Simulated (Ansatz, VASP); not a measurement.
## MoS2: VASP beside Ansatz

```
CELL_PARAMETERS angstrom
3.11994 0.00000 0.00000
-1.55997 2.70194 0.00000
0.00000 0.00000 32.26302
ATOMIC_POSITIONS crystal
S 0.33333 0.66667 0.45187
S 0.33333 0.66667 0.54813
Mo 0.66667 0.33333 0.50000
```

Alike in both runs: functional LDA; k mesh 12 × 12 × 1; occupations gaussian, width 0.02 eV; no spin polarisation.

Ansatz relaxed the structure, and its values are those at the end. VASP's run is a single point on that final structure, the one shown.

|  | VASP | Ansatz |
| --- | --- | --- |
| version | VASP 6.6.1 | Ansatz 0.2.0 |
| potentials or method | VASP PAW LDA potentials, release 64 (S, Mo_sv) | scalar-relativistic, plane waves, PAW |
| plane-wave cutoff (eV) | 520 | 420 |
| valence electrons in the cell | 26 | 26 |

Ansatz gave:

| Item | Value |
| --- | --- |
| gap on the k mesh at the Fermi level (eV) | 1.86 |
| least direct gap on the mesh (eV) | 1.86 |
| rms of the force components (eV/Å) | 0.000 |

**Question.** What did VASP give for the same quantities?

**Answer.** gap on the k mesh at the Fermi level (eV): 1.87; least direct gap on the mesh (eV): 1.87; rms of the force components (eV/Å): 0.008.

Ansatz warned: «xc_potential_rough_in_thin_density».
